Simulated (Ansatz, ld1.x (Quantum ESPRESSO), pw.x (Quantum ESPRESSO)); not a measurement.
magnesium (Mg): one change to the TM potential, in the atom and in the fcc crystal

```
Element                 : magnesium (Mg)
Generator               : ld1.x (Quantum ESPRESSO) 7.5
Type                    : norm-conserving Troullier–Martins (Kleinman–Bylander form)
Functional              : PBE
Relativity              : scalar-relativistic
Frozen core             : [Ne]
Valence charge          : 2
Reference configuration : 3s2 3p0
Partial waves           : 3p (bound, empty): rc 2.75 bohr; 3d channel at 0.05 Ry: rc 2.85 bohr; 3s (bound): rc 2.70 bohr
Local potential         : the s channel
Core correction         : none
```

Change: all radii scaled by about 0.91 (s 2.46, p 2.50, d 2.60 bohr).

Cutoffs, loose and tight: the cutoffs (Ry, on a coarse ladder) from which the occupation-weighted sum of valence levels, in a spherical-Bessel basis at the reference potential, stays within 10 and 1 mRy of its value at 400 Ry. They do not see the model core or the augmentation charge, which bear on the density cutoff. Test errors are all-electron minus pseudo excitation energies from the reference, over the configurations 3s1 3p0; 3s1.5 3p0; 3s1 3p1; 3s0 3p2; 3s0 3p1; variants that change the core or the reference have their own tests.

Crystal test: fcc Mg in pw.x 7.5, no spin, 13³ k-points, Fermi–Dirac smearing 0.01 Ry, cutoffs set for each file from its atomic test. The reference is all-electron LAPW (Ansatz 0.2.0) with the same functional, mesh and smearing; V0 and B0 come from Birch–Murnaghan fits to the pressures at five volumes. Errors are pseudo minus all-electron; Δ is the rms difference of the E(V) curves that follow from these fits, minima aligned, over ±6 % about the mean V0. Mesh and smearing are coarse, so the numbers serve the comparison and aren't converged zero-temperature values; the lattice is a test structure that the element need not adopt.

All-electron: a0 = 4.524 Å (V0 = 23.15 Å³/atom), B0 = 35.0 GPa.

Q: Does the change bring the crystal closer to the all-electron result?

A: The mean pressure error goes from -0.19 to -0.22 GPa, so the change moves the solid further from the all-electron pressures.

```
                       quantity       base    changed
                 outcome (atom)  generated  generated
           cutoff, loose (atom)       6 Ry       6 Ry
           cutoff, tight (atom)      15 Ry      18 Ry
            bound ghosts (atom)       none       none
largest test error (meV) (atom)       +121       +140
           cutoffs in pw.x (Ry)     35/140     35/140
                         a0 (Å)      4.516      4.515
                   a0 error (%)      -0.18      -0.21
                   B0 error (%)       -0.5       -0.2
                   Δ (meV/atom)        1.0        1.1
      mean pressure error (GPa)      -0.19      -0.22
```

 The atomic cutoffs weigh occupied waves only.
